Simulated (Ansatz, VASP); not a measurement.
SiC4 in VASP and in Ansatz

The input INCAR:

```
ALGO = Normal
EDIFF = 1E-6
EDIFFG = -0.04
ENCUT = 600
GGA = PE
IBRION = 2
ISIF = 3
ISMEAR = 0
LASPH = T
LCHARG = F
LREAL = F
LWAVE = F
NELM = 60
NSW = 90
PREC = Accurate
SIGMA = 0.1
```

File KPOINTS:

```
k-points
0
Gamma
  6 6 4
```

Contents of POSCAR:

```
SiC4
1.0
    4.2855224300      0.0000000000      0.0000000000
   -2.1427612100      3.7113712900      0.0000000000
    0.0000000000      0.0000000000      4.8636660100
Si C
1 4
Direct
    0.0000000000      0.0000000000      0.0000000000
    0.3333333300      0.6666666700      0.7997713400
    0.3333333300      0.6666666700      0.2002286600
    0.6666666700      0.3333333300      0.2002286600
    0.6666666700      0.3333333300      0.7997713400
```

Input for Ansatz:

```yaml
crystal:
  lattice:
    - [4.28552243, 0.0, 0.0]
    - [-2.14276121, 3.71137129, 0.0]
    - [0.0, 0.0, 4.86366601]
  atoms:
    - { symbol: Si, position: [0.0, 0.0, 0.0] }
    - { symbol: C, position: [0.33333333, 0.66666667, 0.79977134] }
    - { symbol: C, position: [0.33333333, 0.66666667, 0.20022866] }
    - { symbol: C, position: [0.66666667, 0.33333333, 0.20022866] }
    - { symbol: C, position: [0.66666667, 0.33333333, 0.79977134] }
basis:
  ecutwfc: 420
kpoints:
  mp_grid: { grid: [6, 6, 4] }
hamiltonian:
  xc: pbe
scf:
  occupations: { method: gaussian, width: 0.1 }
  lower_state_search: "off"
output:
  forces: true
  stress: true
  eigenvalues: true
relax:
  adjacent_minimum: "off"
  f_tol: 0.04
  max_steps: 70
  cell: { stress_tol: 0.4 }
```

Alike in both runs: task relaxation of cell and atoms; functional PBE; k mesh 6 × 6 × 4; occupations gaussian, width 0.1 eV; no spin polarisation.

```csv
,VASP,Ansatz
version,VASP 6.6.1,Ansatz 0.2.0
potentials or method,"VASP PAW PBE potentials, release 64 (Si, C)","scalar-relativistic, plane waves, PAW"
plane-wave cutoff (eV),600,420
valence electrons in the cell,20,20
```

Ansatz gave:

* gap on the k mesh at the Fermi level, each at its own relaxed structure (eV): none
* relaxed volume (Å³/atom): 11.23
* relaxed cell length with the largest relative difference (Å): 5.431
* energy change over the relaxation (meV/atom): -1165

**Question.** Which values does VASP return?

**Answer.** gap on the k mesh at the Fermi level, each at its own relaxed structure (eV): none; relaxed volume (Å³/atom): 8.93; relaxed cell length with the largest relative difference (Å): 4.289; energy change over the relaxation (meV/atom): -1142.

A gap of «none» marks a metal or a gap that the smearing closes. One of these differences is far larger than is usual between the two programs; its cause wasn't traced.

Caveats: the volume moved by over 15 % at a fixed basis, so the end points are rough (VASP); this functional lacks dispersion, which binds the layers, so the pressure and a relaxed spacing across them are unreliable.
